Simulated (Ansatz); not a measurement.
PbS (Galena):

```xyz
2
Lattice="0.0000 2.9657 2.9657 2.9657 0.0000 2.9657 2.9657 2.9657 0.0000" Properties=species:S:1:pos:R:3 pbc="T T T"
Pb    0.0000    0.0000    0.0000
S     2.9657    2.9657    2.9657
```

- Program: Ansatz 0.2.0
- Task: relaxation of cell and atoms
- Functional: exchange-only PBE
- Potentials or basis: Ansatz PAW
- Cutoff: 420 eV (not typed: the program's choice for these potentials)
- k mesh: 8 × 8 × 8
- Occupations: fermi-dirac, width 0.05 eV
- Spin: no spin polarisation

At the start: volume 26.09 Å³/atom.

Problem. How do energy, volume and symmetry change on relaxing?

Solution. It ends after 5 steps and the volume is 32.27 Å³/atom (+23.7 %); space group Fm-3m (No. 225, to 0.05 Å).

The path:
```csv
step,energy change (eV),largest force (eV/Å),volume (Å³)
1,0.0000,0.0000,52.17
2,-0.3400,0.0000,60.18
3,-0.3735,0.0000,63.27
4,-0.3762,0.0000,64.55
5,-0.3778,0.0000,64.55
```

Final structure:
```
Pb S
1.0
     0.00000    3.18380    3.18380
     3.18380    0.00000    3.18380
     3.18380    3.18380    0.00000
Pb S
1 1
Direct
  0.00000 0.00000 0.00000
  0.50000 0.50000 0.50000
```

Caveat: the volume moved by over 15 % at a fixed basis, so the end points are rough; the plane-wave basis is chosen anew once the cell has moved, so the energies of steps on either side of that aren't comparable; the volume moved by +24 % from the deposited cell, more than functionals usually miss; the PAW data sets come from PBE, with cores solved anew for the run's functional, which leaves a small shift of forces and pressure.
